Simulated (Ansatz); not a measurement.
SnO:

```
Sn O
1.0
     3.81370    0.00000    0.00000
     0.00000    3.81370    0.00000
     0.00000    0.00000    4.88691
Sn O
2 2
Direct
  0.50000 0.00000 0.76463
  0.00000 0.50000 0.23537
  0.00000 0.00000 0.00000
  0.50000 0.50000 0.00000
```

The cell is a database's computed one.

Base run:

```yaml
Program: Ansatz 0.2.0
Functional: PBE0
Potentials_or_basis: Ansatz PAW
Cutoff: "420 eV (not typed: the program's choice for these potentials)"
k_mesh: 6 × 6 × 4
Occupations: fermi-dirac, width 0.05 eV
Spin: no spin polarisation
```

Its results: band gap on the k mesh 1.15 eV, indirect (least direct gap 3.39 eV); pressure -0.9 GPa; largest force 0.275 eV/Å.

Problem. The run is repeated on the same cell with these changes: functional from PBE0 to HSE06. What comes out?

Solution. Band gap on the k mesh 0.52 eV, indirect (least direct gap 2.74 eV); pressure -0.9 GPa; largest force 0.262 eV/Å.

Caveats: spin-orbit coupling is left out, which moves the levels of the heavy elements; the PAW data sets come from PBE, with cores solved anew for the run's functional, which leaves a small shift of forces and pressure; the thresholds are loose for stress.
